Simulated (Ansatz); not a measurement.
A film clamped to a substrate in HfO₂

Level of theory: DFT r2SCAN, scalar-relativistic, plane waves, PAW in Ansatz 0.2.0. Settings: plane waves to 500 eV, k-mesh 6×6×6 (Γ-centred), Gaussian smearing 0.05 eV. Spin–orbit coupling is left out, which can shift energies with elements as heavy as these. No spin polarisation. Energies are free energies at this smearing, counted from the undisturbed cell; pressure is positive in compression.

Reference structure (relaxed at this level; this form isn't the usual structure):

```xyz
6
Lattice="3.5768 0.0000 0.0000 0.0000 3.5768 0.0000 0.0000 0.0000 5.2027" Properties=species:S:1:pos:R:3 pbc="T T T"
Hf    1.7884    1.7884    2.6013
Hf    0.0000    0.0000    0.0000
O     0.0000    1.7884    3.6219
O     1.7884    0.0000    4.1821
O     1.7884    0.0000    1.5808
O     0.0000    1.7884    1.0206
```

The cell (6 atoms, V0 = 66.56 Å³) is strained by p along both x and y and by q along z, fractional coordinates fixed. τp = (1/V0) ∂E/∂p = (σxx + σyy)(1 + p)(1 + q) and τq = (1/V0) ∂E/∂q = σzz(1 + p)², with tension positive.

| p | q | ΔE (meV/atom) | τp (GPa) | τq (GPa) |
| --- | --- | --- | --- | --- |
| 0.000 | 0.000 | 0.00 | 0.02 | 0.01 |
| -0.025 | 0.000 | 31.48 | -37.40 | -7.26 |
| 0.025 | 0.000 | 28.24 | 31.72 | 5.66 |
| 0.000 | -0.025 | 10.32 | -6.71 | -12.20 |
| 0.000 | 0.025 | 9.53 | 6.13 | 10.78 |

Problem. Get the second derivatives of the energy density.

Solution. Central differences give A = ∂τp/∂p = 1382 GPa (C11 + C22 + 2 C12), C = ∂τq/∂q = 459 GPa (C33) and the cross term B = ∂τq/∂p = 258 GPa (C13 + C23); ∂τp/∂q = 257 GPa must equal B, and any difference shows higher-order terms. The ions are clamped.

Problem. A film of this crystal grows with z along the normal on a substrate that imposes p. How does its thickness respond, and what does the misfit cost?

Solution. Count p and q from the stress-free cell. A free surface needs τq = 0, so q = −(B/C) p = -0.56 p. The energy density left is (A − B²/C) p²/2 = M p², with the biaxial modulus M = 619 GPa; a misfit of 1 % costs 4.28 meV/atom, against 4.79 meV/atom if the thickness were held.

At p = -0.050 the energies along q are 238.6 (q = -0.050), 173.3 (q = -0.025), 133.2 (q = 0.000), 115.5 (q = 0.025), 117.6 (q = 0.050) meV/atom.

Problem. Does the linear rule hold at this misfit?

Solution. A parabola through the lowest point and its neighbours has its minimum at q = 0.035, 113.9 meV/atom. With the stress left in the starting cell, τp0 and τq0, linear elasticity gives q = −(τq0 + Bp)/C = 0.028 and E = V0(τp0 p + τq0 q + Ap²/2 + Bpq + Cq²/2)/N = 107.0 meV/atom. The two agree within a tenth in energy.

Forces appear on the atoms along this scan, and letting them relax would lower the energy and soften the response.

Letting the thickness respond recovers only a small part of the misfit energy, 4.28 against 4.79 meV/atom at 1 %, because the coupling between the plane and the normal is weak beside the in-plane stiffness. The lattice resists biaxial strain more than its response along z would suggest, even allowing for two axes being strained at once. The geometry offers a probable reason: oxygen is displaced along z, so the shorter Hf–O bonds lie closer to the plane and take up more of the in-plane strain.

Compression costs more than equal tension in both directions, as expected when short-range repulsion steepens faster than bonding weakens. This also explains why the linear rule does worse for thickness than for energy at the larger misfit: it gives an expansion of 0.028 where the scan gives 0.035, since the transverse push grows faster than linearly under compression. The thickness-to-misfit ratio itself remains open, as oxygen displacement along z couples to both strains and could shift it either way.
